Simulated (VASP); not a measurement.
# TiO2 (P4_2/mnm) in VASP: a series of runs

One crystal, TiO2, is run at these levels: rev-vdW-DF2, vdW-DF, optB88-vdW, optPBE-vdW; tasks: relaxation of cell and atoms.

All numbers are computed with VASP 6.6.1; they aren't measurements. Logs are shortened: lines on timing, memory, paths and dates and some standing lists are left out, and cuts for length are marked.

## 1. Starting point

Symmetry: P4_2/mnm, No. 136, tetragonal system. The conventional cell has a = 4.600 Å, b = 4.600 Å, c = 2.959 Å, α = 90.00°, β = 90.00°, γ = 90.00°. Around Ti (site symmetry mmm) lie 6 O at 1.95 to 1.98 Å. Around O (site symmetry m2m) lie 3 Ti at 1.95 to 1.98 Å.

The cell is a database's computed one.

## 2. Relaxation of cell and atoms, rev-vdW-DF2

INCAR

```
SYSTEM = TiO2
  AGGAC = 0.0
  ALGO = Normal
  EDIFF = 1E-6
  EDIFFG = -0.01
  ENCUT = 600
  GGA = MK
  IBRION = 2
  ISIF = 3
  ISMEAR = -1
  LASPH = .True.
  LCHARG = .False.
  LREAL = .False.
  LUSE_VDW = .True.
  LWAVE = .False.
  NELM = 100
  NSW = 40
  PARAM1 = 0.1234
  PARAM2 = 0.711357
  PREC = Accurate
  SIGMA = 0.05
  ZAB_VDW = -1.8867
```

KPOINTS

```
k-points
0
Gamma
  6 6 9
  0 0 0
```

POSCAR

```
TiO2
1.0
    4.5998373239      0.0000000000      0.0000000000
    0.0000000000      4.5998373239      0.0000000000
    0.0000000000      0.0000000000      2.9592135600
Ti O
2 4
Direct
    0.0000000000      0.0000000000      0.5000000000
    0.5000000000      0.5000000000      0.0000000000
    0.3043213200      0.3043213200      0.5000000000
    0.1956786800      0.8043213200      0.0000000000
    0.8043213200      0.1956786800      0.0000000000
    0.6956786800      0.6956786800      0.5000000000
```

Potentials or basis: VASP PAW PBE potentials, release 64 (Ti_sv, O).

On the command line:

```console
$ cat potpaw_PBE.64/Ti_sv/POTCAR potpaw_PBE.64/O/POTCAR > POTCAR
$ mpirun -np 1 vasp_std > vasp.out
```

OUTCAR:

```text
SYSTEM = TiO2
   EDIFF = 1E-6
   EDIFFG = -0.01
   ENCUT = 600
   GGA = MK
   IBRION = 2
   ISIF = 3
   ISMEAR = -1
   LASPH = .True.
   LREAL = .False.
   NELM = 100
   NSW = 40
   PREC = Accurate

 ion  position               nearest neighbor table
   1  0.000  0.000  0.500-   4 1.95   5 1.95   4 1.95   5 1.95   3 1.98   6 1.98
   2  0.500  0.500  0.000-   3 1.95   6 1.95   3 1.95   6 1.95   5 1.98   4 1.98
   3  0.304  0.304  0.500-   2 1.95   2 1.95   1 1.98
   4  0.196  0.804  0.000-   1 1.95   1 1.95   2 1.98
   5  0.804  0.196  0.000-   1 1.95   1 1.95   2 1.98
   6  0.696  0.696  0.500-   2 1.95   2 1.95   1 1.98

  LATTYP: Found a simple tetragonal cell.
 ALAT       =     4.5998373239
 C/A-ratio  =     0.6433300466

  Lattice vectors:

 A1 = (   4.5998373239,   0.0000000000,   0.0000000000)
 A2 = (   0.0000000000,   4.5998373239,   0.0000000000)
 A3 = (   0.0000000000,   0.0000000000,   2.9592135600)

Analysis of symmetry for initial positions (statically):
=====================================================================
 Subroutine PRICEL returns:
 Original cell was already a primitive cell.

 Routine SETGRP: Setting up the symmetry group for a
 simple tetragonal supercell.

 Subroutine GETGRP returns: Found 16 space group operations
 (whereof  8 operations were pure point group operations)
 out of a pool of 16 trial point group operations.

The static configuration has the point symmetry D_2h.
 The point group associated with its full space group is D_4h.

Analysis of symmetry for dynamics (positions and initial velocities):
=====================================================================
 Subroutine PRICEL returns:
 Original cell was already a primitive cell.

 Routine SETGRP: Setting up the symmetry group for a
 simple tetragonal supercell.

 Subroutine GETGRP returns: Found 16 space group operations
 (whereof  8 operations were pure point group operations)
 out of a pool of 16 trial point group operations.

The dynamic configuration has the point symmetry D_2h.
 The point group associated with its full space group is D_4h.

 Subroutine INISYM returns: Found 16 space group operations
 (whereof  8 operations are pure point group operations),
 and found     1 'primitive' translations

----------------------------------------------------------------------------------------

                                     Primitive cell

  volume of cell :      62.6125

  direct lattice vectors                    reciprocal lattice vectors
     4.599837324  0.000000000  0.000000000     0.217398993  0.000000000  0.000000000
     0.000000000  4.599837324  0.000000000     0.000000000  0.217398993  0.000000000
     0.000000000  0.000000000  2.959213560     0.000000000  0.000000000  0.337927622

  length of vectors
     4.599837324  4.599837324  2.959213560     0.217398993  0.217398993  0.337927622

  position of ions in fractional coordinates (direct lattice)
     0.000000000  0.000000000  0.500000000
     0.500000000  0.500000000  0.000000000
     0.304321320  0.304321320  0.500000000
     0.195678680  0.804321320  0.000000000
     0.804321320  0.195678680  0.000000000
     0.695678680  0.695678680  0.500000000

  ion indices of the primitive-cell ions
   primitive index   ion index
                 1           1
                 2           2
                 3           3
                 4           4
                 5           5
                 6           6

----------------------------------------------------------------------------------------

 KPOINTS: k-points

Automatic generation of k-mesh.
 Grid dimensions read from file:
 generate k-points for:    6    6    9

 Generating k-lattice:

  Cartesian coordinates                     Fractional coordinates (reciprocal lattice)
     0.036233165  0.000000000  0.000000000     0.166666667  0.000000000  0.000000000
     0.000000000  0.036233165  0.000000000     0.000000000  0.166666667  0.000000000
     0.000000000  0.000000000  0.037547514     0.000000000  0.000000000  0.111111111

  Length of vectors
     0.036233165  0.036233165  0.037547514

  Shift w.r.t. Gamma in fractional coordinates (k-lattice)
     0.000000000  0.000000000  0.000000000

 Subroutine IBZKPT returns following result:
 ===========================================

 Found     50 irreducible k-points:

 Following reciprocal coordinates:
            Coordinates               Weight
  0.000000  0.000000  0.000000      1.000000
  0.166667  0.000000  0.000000      4.000000
  0.333333  0.000000  0.000000      4.000000
  0.500000  0.000000  0.000000      2.000000
  0.166667  0.166667  0.000000      4.000000
  0.333333  0.166667  0.000000      8.000000
[... 16 lines left out ...]
  0.333333  0.000000  0.222222      8.000000
  0.500000  0.000000  0.222222      4.000000
 [... further k-points ...]
   k-points           NKPTS =     50   k-points in BZ     NKDIM =     50   number of bands    NBANDS=     28
   number of dos      NEDOS =    301   number of ions     NIONS =      6
   total plane-waves  NPLWV =  38400
   dimension x,y,z NGX =    40 NGY =   40 NGZ =   24
   dimension x,y,z NGXF=    80 NGYF=   80 NGZF=   48
   ions per type =               2   4
   NGX,Y,Z   is equivalent  to a cutoff of  14.46, 14.46, 13.48 a.u.
   NGXF,Y,Z  is equivalent  to a cutoff of  28.91, 28.91, 26.97 a.u.
 SYSTEM =  TiO2
   PREC   = accura    normal or accurate (medium, high low for compatibility)
   ISTART =      0    job   : 0-new  1-cont  2-samecut
   ICHARG =      2    charge: 1-file 2-atom 10-const
   ISPIN  =      1    spin polarized calculation?
   LNONCOLLINEAR =      F non collinear calculations
   LSORBIT =      F    spin-orbit coupling
   LASPH  =      T    aspherical Exc in radial PAW
   ENCUT  =  600.0 eV  44.10 Ry    6.64 a.u.   9.19  9.19  5.91*2*pi/ulx,y,z
   NELM   =    100;   NELMIN=  2; NELMDL= -5     # of ELM steps
   EDIFF  = 0.1E-05   stopping-criterion for ELM
   LREAL  =      F    real-space projection
   EDIFFG = -.1E-01   stopping-criterion for IOM
   NSW    =     40    number of steps for IOM
   IBRION =      2    ionic relax: 0-MD 1-quasi-New 2-CG
   NFREE  =      1    steps in history (QN), initial steepest desc. (CG)
   ISIF   =      3    stress and relaxation
   ISYM   =      2    0-nonsym 1-usesym 2-fastsym
   POTIM  = 0.5000    time-step for ionic-motion
   TEBEG  =    0.0;   TEEND  =   0.0 temperature during run
   PSTRESS=    0.0 pullay stress
   NELECT =      48.0000    total number of electrons
   NUPDOWN=      -1.0000    fix difference up-down
   EMIN   =  10.00;   EMAX   =-10.00  energy-range for DOS
   EFERMI =   0.00;   METHOD = LEGACY
   ISMEAR =    -1;   SIGMA  =   0.05  broadening in eV -4-tet -1-fermi 0-gaus
   EFERMI_NEDOS =   21; number of points for ismear=-14 and -15
   IALGO  =     38    algorithm
   IMIX   =      4    mixing-type and parameters
     AMIX     =   0.40;   BMIX     =  1.00
     AMIX_MAG =   1.60;   BMIX_MAG =  1.00
  volume/ion in A,a.u.               =      10.44        70.42
  Fermi-wavevector in a.u.,A,eV,Ry     =   1.498309  2.831394 30.544140  2.244931
  Thomas-Fermi vector in A             =   2.610085
   LORBIT       =      0    0 simple, 1 ext, 2 COOP (PROOUT), +10 PAW based schemes
   GGA     = MK    functional components
   LHFCALC =     F    Hartree Fock is set to
   AEXX    =    0.0000 exact exchange contribution
   IVDW_NL    =     1    kernel type
   BPARAM     = 6.3000
   IVDW    =     0    specifies the selected vdW correction
   LEPSILON=     F    determine dielectric tensor
   LRPA    =     F    only Hartree local field effects (RPA)
 conjugate gradient relaxation of ions
 non-spin polarized calculation
  energy-cutoff  :      600.00
  volume of cell :       62.61
 maximum number of plane-waves:      2112
 NGX is ok and might be reduce to    40
   NGX = 19   NGY = 19   NGZ = 11

--------------------------------------- Ionic step        1  -------------------------------------------

 number of electron      47.9999988 magnetization

 Free energy of the ion-electron system (eV)
  ---------------------------------------------------
  ext. energy  EPLUGINS =         0.00000000
  ---------------------------------------------------
  free energy    TOTEN  =       -43.71021533 eV

  energy without entropy =      -43.71021533  energy(sigma->0) =      -43.71021533

------------------------ aborting loop because EDIFF is reached ----------------------------------------

  FORCE on cell =-STRESS in cart. coord.  units (eV):
  Direction    XX          YY          ZZ          XY          YZ          ZX
  --------------------------------------------------------------------------------------
  -------------------------------------------------------------------------------------
  Total        0.6286740      0.6286740      0.4884527      0.0000000      0.0000000      0.0000000
  in kB       16.0869905     16.0869905     12.4989022      0.0000000      0.0000000      0.0000000
  external PRESSURE =      14.8909611 kB  Pullay stress =       0.0000000 kB
[... 111 lines left out ...]
Total vdW correction in eV:      8.0774091

--------------------------------------- Ionic step        4  -------------------------------------------

 number of electron      47.9999986 magnetization

 Free energy of the ion-electron system (eV)
  ---------------------------------------------------
  ext. energy  EPLUGINS =         0.00000000
  ---------------------------------------------------
  free energy    TOTEN  =       -43.71233707 eV

  energy without entropy =      -43.71233707  energy(sigma->0) =      -43.71233707

 E-fermi :   5.4709     XC(G=0): -11.5522

 val. band max:        4.5965389676   @ k =   0.0000   0.0000   0.0000
 cond. band min:       6.3977493810   @ k =   0.0000   0.0000   0.0000
 fundamental gap:      1.8012104134
 Fermi energy:         5.4708740462

 k-point     1 :       0.0000    0.0000    0.0000
  band No.  band energies     occupation
      1     -52.1771      2.00000
      2     -52.1607      2.00000
      3     -28.5916      2.00000
      4     -28.5916      2.00000
      5     -28.4344      2.00000
      6     -28.4344      2.00000
[... 733 lines left out ...]
     27       7.6754      0.00000
     28       7.6754      0.00000

 [... further k-points ...]

------------------------ aborting loop because EDIFF is reached ----------------------------------------

  FORCE on cell =-STRESS in cart. coord.  units (eV):
  Direction    XX          YY          ZZ          XY          YZ          ZX
  --------------------------------------------------------------------------------------
  -------------------------------------------------------------------------------------
  Total        0.0170184      0.0170184     -0.0396972     -0.0000000      0.0000000      0.0000000
  in kB        0.4325953      0.4325953     -1.0090717     -0.0000000      0.0000000      0.0000000
  external PRESSURE =      -0.0479604 kB  Pullay stress =       0.0000000 kB
[... 21 lines left out ...]
  FREE ENERGIE OF THE ION-ELECTRON SYSTEM (eV)
  ---------------------------------------------------
  free  energy   TOTEN  =       -43.7123370693 eV

  energy  without entropy=      -43.7123370685  energy(sigma->0) =      -43.71233707

Total vdW correction in eV:      8.0781335

 reached required accuracy - stopping structural energy minimisation
```

Run time: 4.9 min. Hardware: 1 thread of Intel Xeon Platinum 8559C (Emerald Rapids), shared host; peak memory 0.47 GiB.

Results:

```
Free energy                            : -43.7123 eV
Relaxed volume                         : 10.51 Å³/atom
Relaxed cell                           : a = 4.614 Å, b = 4.614 Å, c = 2.961 Å, α = 90.00°, β = 90.00°, γ = 90.00°
Space group after relaxing (to 0.05 Å) : P4_2/mnm (No. 136)
Energy gained by relaxing              : 0.4 meV/atom
Ionic steps                            : 4
Pressure after relaxing                : 0.0 GPa
Band gap on the k mesh                 : 1.80 eV, direct
```

Forces on the atoms (eV/Å):
```
Ti   0.000  0.000  0.000
Ti   0.000  0.000  0.000
O    0.002  0.002  0.000
O   -0.002  0.002  0.000
O    0.002 -0.002  0.000
O   -0.002 -0.002  0.000
```

Stress tensor (GPa, compression positive):
```
 0.04  0.00  0.00
 0.00  0.04  0.00
 0.00  0.00 -0.10
```

The path:
| step | energy change (eV) | largest force (eV/Å) | pressure (GPa) | volume (Å³) |
| --- | --- | --- | --- | --- |
| 1 | 0.0000 | 0.0372 | 1.49 | 62.61 |
| 2 | 0.0009 | 0.0632 | -1.83 | 63.50 |
| 3 | -0.0019 | 0.0090 | -0.03 | 63.01 |
| 4 | -0.0021 | 0.0027 | 0.00 | 63.03 |

Final structure:
```
Ti O
1.0
     4.61356    0.00000    0.00000
     0.00000    4.61356    0.00000
     0.00000    0.00000    2.96125
Ti O
2 4
Direct
  0.00000 0.00000 0.50000
  0.50000 0.50000 0.00000
  0.30424 0.30424 0.50000
  0.19576 0.80424 0.00000
  0.80424 0.19576 0.00000
  0.69576 0.69576 0.50000
```

Levels at points of the mesh, in eV from the valence-band top:
```csv
k point,band 22,band 23,band 24,band 25,band 26,band 27
"(0.00, 0.00, 0.00)",-0.46,-0.46,0.00,1.80,2.08,2.33
"(0.50, 0.00, 0.00)",-1.63,-0.73,-0.73,2.46,2.46,2.95
"(0.50, 0.50, 0.00)",-1.30,-1.08,-1.08,1.84,1.84,2.45
```

Caveat: the PAW data sets were made with another functional, which shifts forces and pressure a little; an odd mesh through Γ misses points on the zone boundary, where band edges often lie.

(Part 1 of 2 ends here.)
